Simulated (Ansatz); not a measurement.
## KBr: a prediction, then the measurements

Level of theory: DFT PBE, scalar-relativistic, plane waves, PAW (Ansatz 0.2.0).

Settings: cutoff 420 eV, Γ-centred mesh 6×6×6 on the computed 2-atom cell, Gaussian smearing of 0.02 eV; no spin polarisation.

Relaxed structure:

Space group Fm-3m (No. 225). a = 6.705 Å, b = 6.705 Å, c = 6.705 Å, α = 90.00°, β = 90.00°, γ = 90.00°
| atom | site | symmetry | x | y | z |
| --- | --- | --- | --- | --- | --- |
| K | 4b | m-3m | 0.5000 | 0.0000 | 0.0000 |
| Br | 4a | m-3m | 0.0000 | 0.0000 | 0.0000 |

```json
{
 "Space group": "Fm-3m (No. 225)",
 "Volume per atom": "37.68 Å³",
 "Formation energy from the elements' standard states (uncorrected)": "-1.769 eV/atom",
 "Kohn–Sham band gap": "4.31 eV",
 "Orbital (Löwdin) character of the top 1 eV of the valence band": "Br 4p 96 %",
 "Orbital (Löwdin) character of the lowest 1 eV of the conduction band": "K 4s 74 %, Br 4s 17 %",
 "Bulk modulus": "13 GPa",
 "Its pressure derivative": "4.8",
 "Bader charge by site (e)": "K (1 in the cell) 0.83, Br (1 in the cell) -0.83"
}
```

**Against measurements.**

Against the measured lattice constant a of KBr, 6.5982 Å (298.15 K; a printed reference work (data compilation)), the calculated 6.705 Å is off by +1.6 %. The calculation is for 0 K without zero-point motion. A measured band gap of KBr is 7.4 eV (a printed reference work (monograph)); the calculated 4.31 eV falls short of it by 3.09 eV. Kohn–Sham gaps of semilocal functionals fall short of measured ones as a rule.

The cell was reached from a generator's guess, though it ends in a space group that the Crystallography Open Database lists for this formula. Löwdin shares on free-atom orbitals overweight diffuse shells in the empty bands.
